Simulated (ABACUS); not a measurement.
Ge:

```
CELL_PARAMETERS angstrom
0.00000 2.82891 2.82891
2.82891 0.00000 2.82891
2.82891 2.82891 0.00000
ATOMIC_POSITIONS crystal
Ge 0.75000 0.75000 0.75000
Ge 0.50000 0.50000 0.50000
```

Base run:

- Program: ABACUS 3.10.1
- Functional: MS2
- Potentials or basis: SG15 ONCV 1.2 PBE
- Cutoff: 1238 eV
- Density cutoff: 4952 eV
- Basis: plane waves
- k mesh: 5 × 5 × 5
- Occupations: fermi-dirac, width 0.05 eV
- Spin: no spin polarisation

Its results: band gap on the k mesh 0.72 eV, direct; pressure 39.8 GPa.

Q: After a change of settings the same cell gave: band gap on the k mesh none (metal or under the smearing width); pressure -1.1 GPa. Which change was it?
A. functional from MS2 to M06-L
B. functional from MS2 to r2SCAN
C. functional from MS2 to PW91; cutoff from 1238 eV to 1075 eV; density cutoff from 4952 eV to 4299 eV; k mesh from 5 × 5 × 5 to 6 × 6 × 6

A: B.

Caveats: some runs use coarse meshes; the potentials were made for another functional, which shifts forces and pressure; a pressure of tens of GPa on the cell as given is suspect, and the run, the potentials or the cell itself is likely at fault (some runs); an odd mesh through Γ misses points on the zone boundary, where band edges often lie (some runs); this crystal is a semiconductor, whose small gap the functional closes, so the metal is an error of the method (some runs).

Not every run made on this cell is shown here.
